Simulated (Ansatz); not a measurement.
**AlNi: how settings move the results**

One table from this session's results is given with a row withheld; the runs are named, their logs left out.

Computed with Ansatz 0.2.0 (DFT PBEsol, scalar-relativistic, plane waves, PAW for the base; runs at other levels say so in their headings and inputs, unless a step's input says otherwise).

1 further run of the same task is left out (set aside as unsound or not needed).

### The structure to begin with

Symmetry: Cmmm, No. 65, orthorhombic system. The conventional cell has a = 3.877 Å, b = 3.906 Å, c = 3.099 Å, α = 90.00°, β = 90.00°, γ = 90.00°. Around Al (site symmetry mmm) lie 8 Ni at 2.48 to 2.49 Å and 4 Al at 2.75 Å. Ni (site symmetry mmm) has 8 Al at 2.48 to 2.49 Å and 4 Ni at 2.75 Å as nearest neighbours.

As a file:

```cif
data_structure
_symmetry_space_group_name_H-M 'Cmmm'
_symmetry_Int_Tables_number 65
_cell_length_a 3.8774
_cell_length_b 3.9064
_cell_length_c 3.0994
_cell_angle_alpha 90.000
_cell_angle_beta 90.000
_cell_angle_gamma 90.000
_cell_volume 46.95
loop_
_atom_site_label
_atom_site_type_symbol
_atom_site_symmetry_multiplicity
_atom_site_Wyckoff_symbol
_atom_site_fract_x
_atom_site_fract_y
_atom_site_fract_z
_atom_site_occupancy
Al1 Al 2 a 0.00000 0.00000 0.00000 1
Ni1 Ni 2 c 0.50000 0.00000 0.50000 1
```

Source of the structure: the Materials Project (structure only). It is taken as it stands there.

### The base run, which the others are set against

Contents of input.yaml:

```yaml
crystal:
  lattice:
    - [1.938694, -1.95319015, 0.0]
    - [1.938694, 1.95319015, 0.0]
    - [0.0, 0.0, 3.0994300413]
  atoms:
    - { symbol: Al, position: [0.0, 0.0, 0.0] }
    - { symbol: Ni, position: [0.5, 0.5, 0.5] }
basis:
  ecutwfc: 420
kpoints:
  mp_grid: { grid: [16, 16, 14] }
hamiltonian:
  xc: pbesol
scf:
  occupations: { method: gaussian, width: 0.1 }
output:
  forces: true
  stress: true
  eigenvalues: true
  populations: true
```

Its results, from an earlier run: -3165.4098 eV/atom at zero smearing, pressure 0.35 GPa, largest force 0.000 eV/Å, no gap on the mesh, in 6 SCF cycles and 7.9 s.

Set-up of the first run:

Contents of input.yaml:

```yaml
crystal:
  lattice:
    - [1.938694, -1.95319015, 0.0]
    - [1.938694, 1.95319015, 0.0]
    - [0.0, 0.0, 3.0994300413]
  atoms:
    - { symbol: Al, position: [0.0, 0.0, 0.0] }
    - { symbol: Ni, position: [0.5, 0.5, 0.5] }
basis:
  ecutwfc: 420
kpoints:
  mp_grid: { grid: [16, 16, 14] }
hamiltonian:
  xc: lda
scf:
  occupations: { method: gaussian, width: 0.1 }
output:
  forces: true
  stress: true
  eigenvalues: true
relax:
  adjacent_minimum: "off"
  f_tol: 0.01
  max_steps: 60
  cell: { stress_tol: 0.05 }
```

On the command line:

```sh
$ ansatz run input.yaml --threads 1 --pin off --max-ram 2560MiB --backend cpu --events-out ev --progress --plain --runs-dir out
```

Among the steps run: Relaxing with functional LDA; Relaxing with functional PBEsol; Relaxation, functional: PBE; Relaxation, functional: r2SCAN.

One of the session's tables, all rows but one given; the rest of the session is left out.

It belongs to the step «The sweep of the functional of a full relaxation side by side». 

```
functional  a (Å)  c (Å)  volume (Å³/atom)
       LDA      ?      ?                 ?
    PBEsol  2.859  2.869             11.72
       PBE  2.889  2.901             12.11
    r2SCAN  2.860  2.870             11.74
```

**Question.** Estimate the row for LDA.

As computed: a (Å): 2.829; c (Å): 2.840; volume (Å³/atom): 11.36. In the column «a (Å)» it is the lowest.

Limits of these values: The final runs have no spin polarisation, so no magnetic state was tried and one may lie lower.
